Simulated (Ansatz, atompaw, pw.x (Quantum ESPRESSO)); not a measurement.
From atom to crystal: PAW (atompaw) potential for lead

Pb (Z = 82), PAW, made with atompaw 4.2.0.5 (PBE, scalar-relativistic). Core [Xe] 4f14 5d10, reference 6s1.5 6p2.5. Waves: 6s (bound): rc 2.66 bohr; 6s channel at 2.3 Ry: rc 1.80 bohr; 6p (bound): rc 2.66 bohr; 6p channel at 0.9 Ry: rc 2.66 bohr. Local part: bessel scheme, radius 2.30 bohr. Core correction: smooth core density matched at 2.00 bohr. Augmentation charge: besselshape compensation charge, radius 2.40 bohr; PAW radius 2.66 bohr; waves and projectors: custom rrkj gramschmidtortho.

Atomic tests: cutoffs needed: 6 Ry and 8 Ry (the cutoffs (Ry, on a coarse ladder) from which the occupation-weighted sum of valence levels, in a spherical-Bessel basis at the reference potential, stays within 10 and 1 mRy of its value at 400 Ry); ghost test: no extra level below or beside the all-electron valence levels (s, p, d, f tested) (spherical-Bessel basis up to 400 Ry, 20 bohr box); lowest eigenvalue of the overlap operator: 0.43 (s channel).

Crystal test: sc Pb in pw.x 7.5, no spin, 10³ k-points, Fermi–Dirac smearing 0.01 Ry, cutoffs 40/400 Ry. The reference is all-electron LAPW (Ansatz 0.2.0) with the same functional, mesh and smearing; V0 and B0 come from Birch–Murnaghan fits to the pressures at five volumes. Errors are pseudo minus all-electron; Δ is the rms difference of the E(V) curves that follow from these fits, minima aligned, over ±6 % about the mean V0. Mesh and smearing are coarse, so the numbers serve the comparison and aren't converged zero-temperature values; the lattice is a test structure that the element need not adopt.

All-electron: a0 = 3.254 Å (V0 = 34.44 Å³/atom), B0 = 34.9 GPa.

**Question.** How far does the potential miss the all-electron equation of state?

**Answer.** mean pressure error (GPa): -9.06. The pressure does not cross zero within the volumes sampled, so no fit is given. This is a poor potential for the solid. The pseudo pressure rises with volume over part of the range, a mechanical instability.

```json
{"V (Å³/atom)": "32.825", "P all-electron (GPa)": "1.89", "P pseudo (GPa)": "-8.92"}
{"V (Å³/atom)": "33.689", "P all-electron (GPa)": "0.81", "P pseudo (GPa)": "-9.02"}
{"V (Å³/atom)": "34.553", "P all-electron (GPa)": "-0.11", "P pseudo (GPa)": "-9.08"}
{"V (Å³/atom)": "35.417", "P all-electron (GPa)": "-0.91", "P pseudo (GPa)": "-9.10"}
{"V (Å³/atom)": "36.281", "P all-electron (GPa)": "-1.60", "P pseudo (GPa)": "-9.10"}
```

**Question.** At the middle volume, how do free energy and pressure move when the wave cutoff is lowered (ecutrho held at 400 Ry)?

**Answer.**

```csv
cutoff (Ry),shift of F (meV/atom),shift of P (GPa)
18,+0.7,-0.00
24,+0.2,-0.00
32,+0.1,-0.00
```

The run at the middle volume (56 k-points, 6 iterations) took about 6.1 s on one core of a shared host (Intel(R) Xeon(R) Platinum 8259CL CPU @ 2.50GHz, 96 threads, 755 GiB, load 41).
